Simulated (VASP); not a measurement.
**GeSe: band structure with PBE+D3(BJ)**

GeSe:

```
Ge Se
1.0
    10.96559    0.00000    0.00000
     0.00000    3.88277    0.00000
     0.00000    0.00000    4.42005
Ge Se
4 4
Direct
  0.12339 0.75000 0.88752
  0.62339 0.75000 0.61248
  0.37661 0.25000 0.38752
  0.87661 0.25000 0.11248
  0.85489 0.75000 0.50186
  0.35489 0.75000 0.99814
  0.64511 0.25000 0.00186
  0.14511 0.25000 0.49814
```

```
Program                : VASP 6.6.1
Task                   : band structure
Functional             : PBE
Dispersion             : D3(BJ)
Potentials or basis    : VASP PAW PBE potentials, release 64 (Ge_d, Se)
Cutoff                 : 520 eV
k mesh                 : 4 × 8 × 6
Occupations            : gaussian, width 0.03 eV
Spin                   : no spin polarisation
Further INCAR settings : ALGO = Fast; EDIFF = 1e-06; NBANDS = 50
```

| Item | Value |
| --- | --- |
| Pressure | 0.0 GPa |
| Band gap on the k mesh | 0.71 eV, indirect (least direct gap 0.92 eV) |
| Band gap along the path | 0.71 eV, indirect (least direct gap 0.92 eV) |
| Dispersion energy per atom | -0.358 eV |

Forces on the atoms (eV/Å):
```
Ge  -0.002  0.000 -0.001
Ge  -0.002  0.000  0.001
Ge   0.002  0.000 -0.001
Ge   0.002  0.000  0.001
Se  -0.001  0.000  0.001
Se  -0.001  0.000 -0.001
Se   0.001  0.000  0.001
Se   0.001  0.000 -0.001
```

Levels at the corners of the path, in eV from the valence-band top:
| point | band 36 | band 37 | band 38 | band 39 | band 40 | band 41 | band 42 | band 43 | band 44 | band 45 |
| --- | --- | --- | --- | --- | --- | --- | --- | --- | --- | --- |
| Γ | -1.83 | -1.40 | -1.09 | -0.84 | -0.21 | 0.71 | 2.65 | 2.68 | 2.71 | 3.02 |
| X | -1.90 | -1.38 | -1.38 | -1.17 | -1.17 | 1.10 | 1.10 | 1.20 | 1.20 | 1.79 |
| X | -1.90 | -1.38 | -1.38 | -1.17 | -1.17 | 1.10 | 1.10 | 1.20 | 1.20 | 1.79 |
| S | -3.34 | -2.18 | -2.18 | -1.50 | -1.50 | 2.84 | 2.84 | 3.25 | 3.25 | 4.91 |
| S | -3.34 | -2.18 | -2.18 | -1.50 | -1.50 | 2.84 | 2.84 | 3.25 | 3.25 | 4.91 |
| Y | -1.38 | -0.96 | -0.96 | -0.39 | -0.39 | 1.22 | 1.22 | 1.92 | 1.92 | 2.11 |
| Y | -1.38 | -0.96 | -0.96 | -0.39 | -0.39 | 1.22 | 1.22 | 1.92 | 1.92 | 2.11 |
| Γ | -1.83 | -1.40 | -1.09 | -0.84 | -0.21 | 0.71 | 2.65 | 2.68 | 2.71 | 3.02 |
| Γ | -1.83 | -1.40 | -1.09 | -0.84 | -0.21 | 0.71 | 2.65 | 2.68 | 2.71 | 3.02 |
| Z | -2.04 | -1.69 | -1.69 | -0.46 | -0.46 | 2.37 | 2.37 | 2.41 | 2.41 | 3.44 |
| Z | -2.04 | -1.69 | -1.69 | -0.46 | -0.46 | 2.37 | 2.37 | 2.41 | 2.41 | 3.44 |
| U | -2.26 | -1.50 | -1.50 | -1.50 | -1.50 | 1.48 | 1.48 | 1.48 | 1.48 | 2.06 |
| U | -2.26 | -1.50 | -1.50 | -1.50 | -1.50 | 1.48 | 1.48 | 1.48 | 1.48 | 2.06 |
| R | -3.94 | -1.48 | -1.48 | -1.48 | -1.48 | 2.57 | 2.57 | 2.57 | 2.57 | 4.88 |
| R | -3.94 | -1.48 | -1.48 | -1.48 | -1.48 | 2.57 | 2.57 | 2.57 | 2.57 | 4.88 |
| T | -1.87 | -0.58 | -0.58 | -0.53 | -0.53 | 1.26 | 1.26 | 1.91 | 1.91 | 2.18 |
| T | -1.87 | -0.58 | -0.58 | -0.53 | -0.53 | 1.26 | 1.26 | 1.91 | 1.91 | 2.18 |
| Z | -2.04 | -1.69 | -1.69 | -0.46 | -0.46 | 2.37 | 2.37 | 2.41 | 2.41 | 3.44 |
| Y | -1.38 | -0.96 | -0.96 | -0.39 | -0.39 | 1.22 | 1.22 | 1.92 | 1.92 | 2.11 |
| T | -1.87 | -0.58 | -0.58 | -0.53 | -0.53 | 1.26 | 1.26 | 1.91 | 1.91 | 2.18 |
| U | -2.26 | -1.50 | -1.50 | -1.50 | -1.50 | 1.48 | 1.48 | 1.48 | 1.48 | 2.06 |
| X | -1.90 | -1.38 | -1.38 | -1.17 | -1.17 | 1.10 | 1.10 | 1.20 | 1.20 | 1.79 |
| S | -3.34 | -2.18 | -2.18 | -1.50 | -1.50 | 2.84 | 2.84 | 3.25 | 3.25 | 4.91 |
| R | -3.94 | -1.48 | -1.48 | -1.48 | -1.48 | 2.57 | 2.57 | 2.57 | 2.57 | 4.88 |

Core levels (eV, on the scale of the bands):
| atom | levels |
| --- | --- |
| 1 Ge | 1s -10950.9, 2s -1362.6, 2p -1189.5, 3s -159.6, 3p -106.7 |
| 2 Ge | 1s -10950.9, 2s -1362.6, 2p -1189.5, 3s -159.6, 3p -106.7 |
| 3 Ge | 1s -10950.9, 2s -1362.6, 2p -1189.5, 3s -159.6, 3p -106.7 |
| 4 Ge | 1s -10950.9, 2s -1362.6, 2p -1189.5, 3s -159.6, 3p -106.7 |
| 5 Se | 1s -12493.5, 2s -1597.0, 2p -1403.3, 3s -203.7, 3p -143.1, 3d -43.3 |
| 6 Se | 1s -12493.5, 2s -1597.0, 2p -1403.3, 3s -203.7, 3p -143.1, 3d -43.3 |

It took 14 min on 2 MPI ranks on Intel(R) Xeon(R) Platinum 8375C CPU @ 2.90GHz (Ice Lake) (shared host), peak memory 0.83 GiB a rank.
